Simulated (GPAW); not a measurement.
Runs of GPAW 26.7.0 on PtS2. The structure is trigonal, space group P-3m1 (No. 164). Conventional cell: a = 3.543 Å, b = 3.543 Å, c = 5.039 Å, α = 90.00°, β = 90.00°, γ = 120.00°. Pt (site symmetry -3m) has 6 S at 2.34 Å as nearest neighbours. S (site symmetry 3m) has 3 Pt at 2.34 Å as nearest neighbours. 

```csv
task,spin,cell,k mesh,band path,band points,ranks,spin axis theta (degrees),spin axis phi (degrees),gap on the mesh (eV),pressure (GPa),largest force (eV/Å)
band structure,off,as given,9 × 9 × 5,"GMKGALHA,LM,KH",60,-,-,-,0.93,6.4,0.97
single point,off,"atoms moved at random, drawn with an rms of 0.05 Å",9 × 9 × 5,-,-,-,-,-,0.80,4.6,1.12
single point,off,as given,9 × 9 × 5,-,-,-,-,-,0.93,6.4,0.97
band structure,off,as given,7 × 7 × 4,"GMKGALHA,LM,KH",60,-,-,-,(a),6.4,0.97
band structure,"SOC, no magnetisation",as given,9 × 9 × 5,"GMKGALHA,LM,KH",60,-,54.7,45,0.88,6.4,0.97
```

Alike in all rows: level PBEsol; potentials or basis PAW data sets generated in the run's folder for this functional, pw; cutoff (eV) 600; smearing fermi-dirac 0.05 eV.

**Question.** Fill in the values left out.

**Answer.** (a) 0.74.

Caveats: spin-orbit coupling is left out, which moves the levels of the heavy elements (some runs); an odd mesh through Γ misses points on the zone boundary, where band edges often lie (some runs); spin-orbit coupling was added after a scalar SCF, so levels and gaps hold it while energy, forces, pressure and moments don't (some runs); this program's spin-orbit splittings come out too wide for heavy elements (some runs).

A k mesh can miss the band edges, and rows without SOC leave out spin-orbit coupling on Pt.

Runs at the PBE level aren't shown here.
